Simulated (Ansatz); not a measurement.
Crystal: Si2Ni.

```
Ni Si
1.0
     0.00000    2.70300    2.70300
     2.70300    0.00000    2.70300
     2.70300    2.70300    0.00000
Ni Si
1 2
Direct
  0.00000 0.00000 0.00000
  0.75000 0.75000 0.75000
  0.25000 0.25000 0.25000
```

- Program: Ansatz 0.2.0
- Task: relaxation of cell and atoms
- Functional: PBEsol
- Dispersion: D3(BJ)
- Potentials or basis: Ansatz PAW
- Cutoff: 420 eV (not typed: the program's choice for these potentials)
- k mesh: 9 × 9 × 9
- Occupations: fermi-dirac, width 0.05 eV
- Spin: collinear spin, ferromagnetic start
- Starting moments: [1.0, 0.0, 0.0] μB

At the start: volume 13.17 Å³/atom.

Problem. Where does the relaxation end?

Solution. It ends after 5 steps and the volume is 12.69 Å³/atom (-3.6 %); space group Fm-3m (No. 225, to 0.05 Å); moment 0.00 μB per cell.

Step by step:
| step | energy change (eV) | largest force (eV/Å) | volume (Å³) |
| --- | --- | --- | --- |
| 1 | 0.0000 | 0.0000 | 39.50 |
| 2 | -0.0199 | 0.0000 | 38.73 |
| 3 | -0.0256 | 0.0000 | 38.05 |
| 4 | -0.0256 | 0.0000 | 38.08 |
| 5 | -0.0252 | 0.0000 | 38.08 |

Final structure:
```
Ni Si
1.0
     0.00000    2.67038    2.67038
     2.67038    0.00000    2.67038
     2.67038    2.67038    0.00000
Ni Si
1 2
Cartesian
  0.0000 0.0000 0.0000
  4.0056 4.0056 4.0056
  1.3352 1.3352 1.3352
```

Caveat: the plane-wave basis is chosen anew once the cell has moved, so the energies of steps on either side of that aren't comparable; the PAW data sets come from PBE, with cores solved anew for the run's functional, which leaves a small shift of forces and pressure; the starting moments weren't kept.
